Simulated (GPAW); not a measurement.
WS2 (Tungstenite), 6 atoms in the cell. It takes space group P6_3/mmc (No. 194, hexagonal). Conventional cell: a = 3.180 Å, b = 3.180 Å, c = 12.500 Å, α = 90.00°, β = 90.00°, γ = 120.00°. W (site symmetry -6m2) is surrounded by 6 S at 2.41 Å. S (site symmetry 3m) is surrounded by 3 W at 2.41 Å. 

| Item | Value |
| --- | --- |
| Program | GPAW 26.7.0 |
| Task | relaxation of cell and atoms |
| Functional | BLYP |
| Potentials or basis | PAW data sets generated in the run's folder for this functional |
| Cutoff | 600 eV |
| Basis | pw |
| k mesh | 6 × 6 × 2 |
| Occupations | fermi-dirac, width 0.05 eV |
| Spin | no spin polarisation |
| Eigensolver | davidson |
| Maxiter | 150 |
| Optimizer | BFGS |
| Fmax | 0.02 eV/Å |
| Max steps | 40 |
| Convergence | density=1e-06 energy=1e-06 eigenstates=1e-10 |

Potentials or basis: PAW data sets generated in the run's folder for this functional, pw.

Launch:

```console
$ gpaw-setup -f BLYP S W
$ OMP_NUM_THREADS=1 python run.py
```

Hardware: 1 thread of Intel(R) Xeon(R) CPU @ 2.80GHz (Skylake/Cascade Lake), on a shared host.

Task: Estimate the wall time of this run.

Result: Wall time 12 min on 1 thread of Intel(R) Xeon(R) CPU @ 2.80GHz (Skylake/Cascade Lake), with other jobs on the host, peak memory 0.42 GiB. Counts: scf iterations 282, plane waves 3673, bands 46, k points 14, ion steps 20.
